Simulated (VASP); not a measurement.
# Cu in VASP: single point with PBE+D3(BJ)

Aim: the single point of Cu with PBE+D3(BJ).

All numbers are computed with VASP 6.6.1; they aren't measurements. Logs are shortened: lines on timing, memory, paths and dates and some standing lists are left out, and cuts for length are marked.

## Step 1: Starting point

The cell holds a molecule_in_box, 1 atom: a = 14.000 Å, b = 14.500 Å, c = 15.000 Å, α = 90.00°, β = 90.00°, γ = 90.00°.

## Step 2: Single point, PBE+D3(BJ), collinear spin, ferromagnetic start

Input file INCAR:

```
ALGO = Normal
AMIX = 0.2
AMIX_MAG = 0.8
BMIX = 1E-4
BMIX_MAG = 1E-4
EDIFF = 1E-7
ENCUT = 450
GGA = PE
ISIF = 2
ISMEAR = 0
ISPIN = 2
ISYM = 0
IVDW = 12
LASPH = True
LCHARG = False
LMAXMIX = 4
LORBIT = 11
LREAL = False
LWAVE = False
MAGMOM = 1
NBANDS = 16
NELM = 200
PREC = Accurate
SIGMA = 0.005
```

Input file KPOINTS:

```
k-points
0
Gamma
  1 1 1
```

Input file POSCAR:

```
Cu
1.0
   14.0000000000      0.0000000000      0.0000000000
    0.0000000000     14.5000000000      0.0000000000
    0.0000000000      0.0000000000     15.0000000000
Cu
1
Direct
    0.5000000000      0.5000000000      0.5000000000
```

Potentials or basis: VASP PAW PBE potentials, release 64 (Cu).

Run with:

```
cat potpaw_PBE.64/Cu/POTCAR > POTCAR
mpirun -np 2 vasp_gam > vasp.out
```

OUTCAR:

```text
AMIX = 0.2
   AMIX_MAG = 0.8
   EDIFF = 1E-7
   ENCUT = 450
   GGA = PE
   ISIF = 2
   ISMEAR = 0
   ISPIN = 2
   ISYM = 0
   IVDW = 12
   LASPH = True
   LORBIT = 11
   LREAL = False
   NELM = 200
   PREC = Accurate
 IVDW          = 12

 ion  position               nearest neighbor table
   1  0.500  0.500  0.500-

IMPORTANT INFORMATION: All symmetrisations will be switched off!
NOSYMM: (Re-)initialisation of all symmetry stuff for point group C_1.

----------------------------------------------------------------------------------------

                                     Primitive cell

  volume of cell :    3045.0000

  direct lattice vectors                    reciprocal lattice vectors
    14.000000000  0.000000000  0.000000000     0.071428571  0.000000000  0.000000000
     0.000000000 14.500000000  0.000000000     0.000000000  0.068965517  0.000000000
     0.000000000  0.000000000 15.000000000     0.000000000  0.000000000  0.066666667

  length of vectors
    14.000000000 14.500000000 15.000000000     0.071428571  0.068965517  0.066666667

  position of ions in fractional coordinates (direct lattice)
     0.500000000  0.500000000  0.500000000

  ion indices of the primitive-cell ions
   primitive index   ion index
                 1           1

----------------------------------------------------------------------------------------

 KPOINTS: k-points

Automatic generation of k-mesh.
 Grid dimensions read from file:
 generate k-points for:    1    1    1

 Generating k-lattice:

  Cartesian coordinates                     Fractional coordinates (reciprocal lattice)
     0.071428571  0.000000000  0.000000000     1.000000000  0.000000000  0.000000000
     0.000000000  0.068965517  0.000000000     0.000000000  1.000000000  0.000000000
     0.000000000  0.000000000  0.066666667     0.000000000  0.000000000  1.000000000

  Length of vectors
     0.071428571  0.068965517  0.066666667

  Shift w.r.t. Gamma in fractional coordinates (k-lattice)
     0.000000000  0.000000000  0.000000000

 Subroutine IBZKPT returns following result:
 ===========================================

 Found      1 irreducible k-points:

 Following reciprocal coordinates:
            Coordinates               Weight
  0.000000  0.000000  0.000000      1.000000
   k-points           NKPTS =      1   k-points in BZ     NKDIM =      1   number of bands    NBANDS=     16
   number of dos      NEDOS =    301   number of ions     NIONS =      1
   total plane-waves  NPLWV = ******
   dimension x,y,z NGX =    98 NGY =  100 NGZ =  108
   dimension x,y,z NGXF=   196 NGYF=  200 NGZF=  216
   ions per type =               1
   NGX,Y,Z   is equivalent  to a cutoff of  11.64, 11.47, 11.97 a.u.
   NGXF,Y,Z  is equivalent  to a cutoff of  23.27, 22.93, 23.94 a.u.
 SYSTEM =  unknown system
   PREC   = accura    normal or accurate (medium, high low for compatibility)
   ISTART =      0    job   : 0-new  1-cont  2-samecut
   ICHARG =      2    charge: 1-file 2-atom 10-const
   ISPIN  =      2    spin polarized calculation?
   LNONCOLLINEAR =      F non collinear calculations
   LSORBIT =      F    spin-orbit coupling
   LASPH  =      T    aspherical Exc in radial PAW
   ENCUT  =  450.0 eV  33.07 Ry    5.75 a.u.  24.22 25.08 25.95*2*pi/ulx,y,z
   NELM   =    200;   NELMIN=  2; NELMDL= -5     # of ELM steps
   EDIFF  = 0.1E-06   stopping-criterion for ELM
   LREAL  =      F    real-space projection
   EDIFFG = 0.1E-05   stopping-criterion for IOM
   NSW    =      0    number of steps for IOM
   IBRION =     -1    ionic relax: 0-MD 1-quasi-New 2-CG
   NFREE  =      0    steps in history (QN), initial steepest desc. (CG)
   ISIF   =      2    stress and relaxation
   ISYM   =      0    0-nonsym 1-usesym 2-fastsym
   POTIM  = 0.5000    time-step for ionic-motion
   TEBEG  =    0.0;   TEEND  =   0.0 temperature during run
   PSTRESS=    0.0 pullay stress
   NELECT =      11.0000    total number of electrons
   NUPDOWN=      -1.0000    fix difference up-down
   EMIN   =  10.00;   EMAX   =-10.00  energy-range for DOS
   EFERMI =   0.00;   METHOD = LEGACY
   ISMEAR =     0;   SIGMA  =   0.01  broadening in eV -4-tet -1-fermi 0-gaus
   EFERMI_NEDOS =   21; number of points for ismear=-14 and -15
   IALGO  =     38    algorithm
   IMIX   =      4    mixing-type and parameters
     AMIX     =   0.20;   BMIX     =  0.00
     AMIX_MAG =   0.80;   BMIX_MAG =  0.00
  volume/ion in A,a.u.               =    3045.00     20548.67
  Fermi-wavevector in a.u.,A,eV,Ry     =   0.251194  0.474689  0.858509  0.063099
  Thomas-Fermi vector in A             =   1.068708
   LORBIT       =     11    0 simple, 1 ext, 2 COOP (PROOUT), +10 PAW based schemes
   GGA     = PE    functional components
   LHFCALC =     F    Hartree Fock is set to
   AEXX    =    0.0000 exact exchange contribution
   IVDW    =    12    specifies the selected vdW correction
   LEPSILON=     F    determine dielectric tensor
   LRPA    =     F    only Hartree local field effects (RPA)
 spin polarized calculation
 Gauss-broadening in eV      SIGMA  =   0.01
  energy-cutoff  :      450.00
  volume of cell :     3045.00
 maximum number of plane-waves:     33027
 NGX is ok and might be reduce to    98
   NGX = 49   NGY = 51   NGZ = 51

 number of electron      11.0000003 magnetization       1.0000000

 Free energy of the ion-electron system (eV)
  ---------------------------------------------------
  ext. energy  EPLUGINS =         0.00000000
  ---------------------------------------------------
  free energy    TOTEN  =        -0.24210913 eV

  energy without entropy =       -0.24210913  energy(sigma->0) =       -0.24210913

 E-fermi :  -4.8003     XC(G=0):  -0.2859

 val. band max:       -4.8400138373   @ k =   0.0000   0.0000   0.0000
 cond. band min:      -4.0099143259   @ k =   0.0000   0.0000   0.0000
 fundamental gap:      0.8300995115
 Fermi energy:        -4.8002771100

 spin component 1

 k-point     1 :       0.0000    0.0000    0.0000
  band No.  band energies     occupation
      1      -5.0068      1.00000
      2      -5.0068      1.00000
      3      -5.0068      1.00000
      4      -5.0068      1.00000
      5      -5.0068      1.00000
      6      -4.9516      1.00000
[... 8 lines left out ...]
     15       0.7445      0.00000
     16       0.7950      0.00000
 Fermi energy:        -4.8002771100

 spin component 2

 k-point     1 :       0.0000    0.0000    0.0000
  band No.  band energies     occupation
      1      -4.8400      1.00000
      2      -4.8400      1.00000
      3      -4.8400      1.00000
      4      -4.8400      1.00000
      5      -4.8400      1.00000
      6      -4.0099      0.00000
[... 8 lines left out ...]
     15       0.8831      0.00000
     16       0.9295      0.00000

------------------------ aborting loop because EDIFF is reached ----------------------------------------

 Edisp (eV)   -0.00010

 E8    (eV) :    -0.0000

  FORCE on cell =-STRESS in cart. coord.  units (eV):
  Direction    XX          YY          ZZ          XY          YZ          ZX
  --------------------------------------------------------------------------------------
  -------------------------------------------------------------------------------------
  Total      -0.05943    -0.06127    -0.05818     0.00002     0.00004     0.00001
  in kB      -0.03127    -0.03224    -0.03061     0.00001     0.00002     0.00000
  external pressure =       -0.03 kB  Pullay stress =        0.00 kB

 VOLUME and BASIS-vectors are now :
 -----------------------------------------------------------------------------
  energy-cutoff  :      450.00
  volume of cell :     3045.00
      direct lattice vectors                 reciprocal lattice vectors
    14.000000000  0.000000000  0.000000000     0.071428571  0.000000000  0.000000000
     0.000000000 14.500000000  0.000000000     0.000000000  0.068965517  0.000000000
     0.000000000  0.000000000 15.000000000     0.000000000  0.000000000  0.066666667

 POSITION                                       TOTAL-FORCE (eV/Angst)
 -----------------------------------------------------------------------------------
      7.00000      7.25000      7.50000         0.000001      0.000000     -0.000000
 -----------------------------------------------------------------------------------
    total drift:                                0.000001      0.000000     -0.000000

  FREE ENERGIE OF THE ION-ELECTRON SYSTEM (eV)
  ---------------------------------------------------
  free  energy   TOTEN  =        -0.2422054019 eV

  energy  without entropy=       -0.2422054019  energy(sigma->0) =       -0.24220540

 total charge

# of ion       s       p       d       tot
------------------------------------------
    1        0.349   0.000   9.431   9.779

 magnetization (x)

# of ion       s       p       d       tot
------------------------------------------
    1        0.349   0.000  -0.039   0.310
```

Wall time 61 s (2 MPI ranks of Intel Xeon 6975P-C (Granite Rapids), shared host); peak memory 1.3 GiB.

What came out:

| Quantity | Value |
| --- | --- |
| Free energy | -0.2422 eV |
| Gap between the frontier levels | 0.83 eV |
| Net moment | 1.00 μB per cell |
| Site moments | Cu +0.31 μB |
| Valence electrons inside the program's atomic spheres | Cu 9.78 |
| Dispersion energy per atom | 0.000 eV |

Levels at points of the mesh, in eV from the valence-band top:
Spin up:
| k point | band 2 | band 3 | band 4 | band 5 | band 6 | band 7 | band 8 | band 9 | band 10 | band 11 |
| --- | --- | --- | --- | --- | --- | --- | --- | --- | --- | --- |
| (0.00, 0.00, 0.00) | -0.17 | -0.17 | -0.17 | -0.17 | -0.11 | 3.93 | 3.94 | 3.94 | 4.69 | 5.38 |
Spin down:
```
           k point  band 1  band 2  band 3  band 4  band 5  band 6  band 7  band 8  band 9  band 10
(0.00, 0.00, 0.00)    0.00    0.00    0.00    0.00    0.00    0.83    4.71    4.72    4.73     4.87
```
